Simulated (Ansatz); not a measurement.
# Se (hcp type): how the settings move a single-point run

How sensitive is a single-point run of Se (hcp type) to its settings? A reference run comes first, then one run with altered input.

Method: reference: DFT, PBE, all-electron LAPW, scalar-relativistic, in Ansatz 0.2.0.

1 further run of the same task is left out (set aside as unsound or not needed). Runs told in other sessions of the task aren't counted.

**1. Starting point**

The structure is hexagonal, space group P6_3/mmc (No. 194). Conventional cell: a = 3.105 Å, b = 3.105 Å, c = 5.030 Å, α = 90.00°, β = 90.00°, γ = 120.00°. Se (site symmetry -6m2) is surrounded by 12 Se at 3.09 to 3.11 Å.

As a file:

```
Se
1.0
     3.10504    0.00000    0.00000
    -1.55252    2.68905    0.00000
     0.00000    0.00000    5.03017
Se
2
Direct
  0.33333 0.66667 0.25000
  0.66667 0.33333 0.75000
```

**2. Baseline**

Input file input.yaml:

```yaml
crystal:
  lattice:
    - [3.105044877, 0.0, 0.0]
    - [-1.5525224385, 2.6890477434, 0.0]
    - [0.0, 0.0, 5.0301727007]
  atoms:
    - { symbol: Se, position: [0.3333333333, 0.6666666667, 0.25] }
    - { symbol: Se, position: [0.6666666667, 0.3333333333, 0.75] }
kpoints:
  mp_grid: { grid: [11, 11, 6] }
scf:
  occupations: { method: fermi_dirac, width: 0.05 }
hamiltonian:
  xc: pbe
  pseudopotentials: { kind: all_electron, lapw: { basis_error: 0.001 } }
output:
  forces: true
  stress: true
  eigenvalues: true
  populations: true
```

Command:

```bash
$ ansatz run input.yaml --threads 1 --pin off --max-ram 2048MiB --backend cpu --events-out ev --progress --plain --runs-dir out
```

**3. Changing settings: starting moments, mp_grid.grid [7, 7, 4], dr2_threshold 1.0e-09, spin_polarized true**

Input file input.yaml:

```yaml
crystal:
  lattice:
    - [3.105044877, 0.0, 0.0]
    - [-1.5525224385, 2.6890477434, 0.0]
    - [0.0, 0.0, 5.0301727007]
  atoms:
    - { symbol: Se, position: [0.3333333333, 0.6666666667, 0.25], spin: 0.2 }
    - { symbol: Se, position: [0.6666666667, 0.3333333333, 0.75], spin: 0.2 }
kpoints:
  mp_grid: { grid: [7, 7, 4] }
scf:
  occupations: { method: fermi_dirac, width: 0.05 }
  convergence: { dr2_threshold: 1.0e-09 }
hamiltonian:
  xc: pbe
  pseudopotentials: { kind: all_electron, lapw: { basis_error: 0.001 } }
output:
  forces: true
  stress: true
  eigenvalues: true
  populations: true
magnetization:
  spin_polarized: true
```

**Question.** What will these runs give? Wanted: for each run, ending; energy change; pressure; gap; force.

The runs gave:

| run | ending | energy change | pressure (GPa) | gap (eV) | force (eV/Å) | cycles | time |
| --- | --- | --- | --- | --- | --- | --- | --- |
| reference | converged | 0 | -1.9 | 0.00 | 0.00 | 7 | 12 s |
| 1: starting moments, mp_grid.grid [7, 7, 4], dr2_threshold 1.0e-09, spin_polarized true | converged | +1.2 meV/atom | -2.2 | 0.00 | 0.00 | 12 | 13 s |

Residual by cycle in the longest SCF loop of each run; runs are numbered as in the table. The quantity is the density residual dr2, in eV.

```
cycle  reference    run 1
    1     0.0032  0.00399
    2    0.00123  0.00207
    3     3.1e-4   3.6e-4
    4     1.3e-4   1.3e-4
    5     6.0e-6   6.4e-5
    6     1.7e-7   4.1e-6
    7     1.1e-8   1.1e-6
    8          -   7.6e-7
    9          -   6.5e-8
   10          -   7.5e-9
   11          -  8.5e-10
   12          -  2.1e-10
```

Changing the spin polarisation, k-point mesh and convergence setting moves the energy by +1.2 meV/atom, and the pressure goes from -1.9 to -2.2 GPa. The moments died out, so spin adds nothing to this shift. Semilocal functionals close small gaps, so the missing gap need not be the real solid's.
